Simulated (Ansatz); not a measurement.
AlAs: all-electron results

```yaml
crystal:
  lattice:
    - [0.00000, 2.83040, 2.83040]
    - [2.83040, 0.00000, 2.83040]
    - [2.83040, 2.83040, 0.00000]
  atoms:
    - { symbol: Al, position: [0.00000, 0.00000, 0.00000] }
    - { symbol: As, position: [0.75000, 0.75000, 0.75000] }
```

Atoms are numbered in the order listed.

Conventional cell: a = 5.661 Å, b = 5.661 Å, c = 5.661 Å, α = 90.00°, β = 90.00°, γ = 90.00°. Al (atom 1) is surrounded by 4 As at 2.45 Å. Around As (atom 2) lie 4 Al at 2.45 Å.

The cell is COD entry 1540257, as deposited and not checked against the literature; nothing was relaxed.

Methods: DFT, PBEsol, all-electron LAPW, scalar-relativistic (Ansatz 0.2.0); DFT, PBEsol, PAW with Ansatz's default frozen-core files, scalar-relativistic (Ansatz 0.2.0).

For LAPW: a Γ-centred 10×10×10 k mesh, Fermi–Dirac smearing of 0.05 eV, basis error target 0.5 meV/atom, no spin polarisation. PAW takes a cutoff of 420 eV at this cell (files made with PBE, cores remade for this functional). The Ansatz runs share mesh, smearing and spin set-up. Values come from LAPW unless marked.

```
Smallest direct gap on the path : 1.96 eV
Band gap                        : 1.33 eV, indirect from Γ to X (-0.5, -0.5, 0)
Pressure at this cell           : 0.52 GPa
Volume per atom                 : 22.67 Å³
```

**Question.** Give the computed value. Bader charges (from the PAW run).

**Answer.** Al1 +1.96, As2 -1.96 e.

**Question.** Predict this quantity. Löwdin charges (with 0.05 e of the cell spilling out of the atomic basis, so their sizes and signs hang on that basis).

**Answer.** Al1 0.31, As2 -0.26 e.
